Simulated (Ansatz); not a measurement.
**Ta: one crystal by all-electron and frozen-core methods**

The same cell of Ta is computed with LAPW, all electrons, PAW with frozen cores and datasets made for this crystal, to set the results side by side. The cell is first relaxed from a guess with PAW; it needn't be the stable phase of this composition.

This is Ta in the diamond structure; at room conditions it is bcc.

Method: DFT PBE, scalar-relativistic, in Ansatz 0.2.0.

1 further run of the same task is left out (it didn't finish).

## Step 1: Starting point

It takes space group Fd-3m (No. 227, cubic). Conventional cell: a = 6.439 Å, b = 6.439 Å, c = 6.439 Å, α = 90.00°, β = 90.00°, γ = 90.00°. Around Ta (site symmetry -43m) lie 4 Ta at 2.79 Å.

Structure file:

```cif
data_structure
_symmetry_space_group_name_H-M 'Fd-3m:1'
_symmetry_Int_Tables_number 227
_cell_length_a 6.4390
_cell_length_b 6.4390
_cell_length_c 6.4390
_cell_angle_alpha 90.000
_cell_angle_beta 90.000
_cell_angle_gamma 90.000
_cell_volume 266.97
loop_
_atom_site_label
_atom_site_type_symbol
_atom_site_symmetry_multiplicity
_atom_site_Wyckoff_symbol
_atom_site_fract_x
_atom_site_fract_y
_atom_site_fract_z
_atom_site_occupancy
Ta1 Ta 8 b 0.00000 0.00000 0.50000 1
```

The file gives the conventional cell by its symmetry; the runs use the cell typed in the input.

Atoms are numbered in the order of the input: Ta1, Ta2.

## Step 2: Cell and atoms relaxed first

input.yaml reads:

```yaml
crystal:
  lattice:
    - [0.0, 3.2195088072, 3.2195088072]
    - [3.2195088072, 0.0, 3.2195088072]
    - [3.2195088072, 3.2195088072, 0.0]
  atoms:
    - { symbol: Ta, position: [0.0, 0.0, 0.0] }
    - { symbol: Ta, position: [0.25, 0.25, 0.25] }
kpoints:
  mp_grid: { grid: [9, 9, 9] }
scf:
  occupations: { method: fermi_dirac, width: 0.03 }
hamiltonian:
  xc: pbe
  pseudopotentials: { kind: paw }
output:
  forces: true
  stress: true
relax:
  f_tol: 0.005
  max_steps: 80
  cell: {}
```

The run is started by

```console
> ansatz run input.yaml --threads 1 --pin off --max-ram 2048MiB --backend cpu --events-out ev --progress --plain --runs-dir out
```

The runs that follow: LAPW, all electrons; PAW with frozen cores; Datasets made for this crystal.

**Question.** What will these runs give? Wanted: pressure; gap; Bader charges; highest ELF.

The runs gave:

| quantity | value |
| --- | --- |
| pressure | LAPW -0.09, PAW -0.02, crystal datasets -0.08 GPa |
| gap (LAPW) | none |
| Bader charges (PAW) | Ta1 +0.00 e |
| highest ELF (PAW) | 0.45, 1.40 Å from Ta |

**Reading.** The pressure is within half a GPa of zero, so the volume is close to equilibrium at this level. Bands cross the Fermi level: the crystal is a metal at this level. Within 0.3 eV of the Fermi level the largest projected share is Ta 5d (91 %). The projection holds only the free atom's occupied shells (Ta 6s, Ta 5d in this range). PAW lies +0.06 GPa from LAPW in pressure. Spin-orbit coupling is left out, though the cell holds Ta; in elements this heavy it can shift bands and gaps by tenths of an eV.
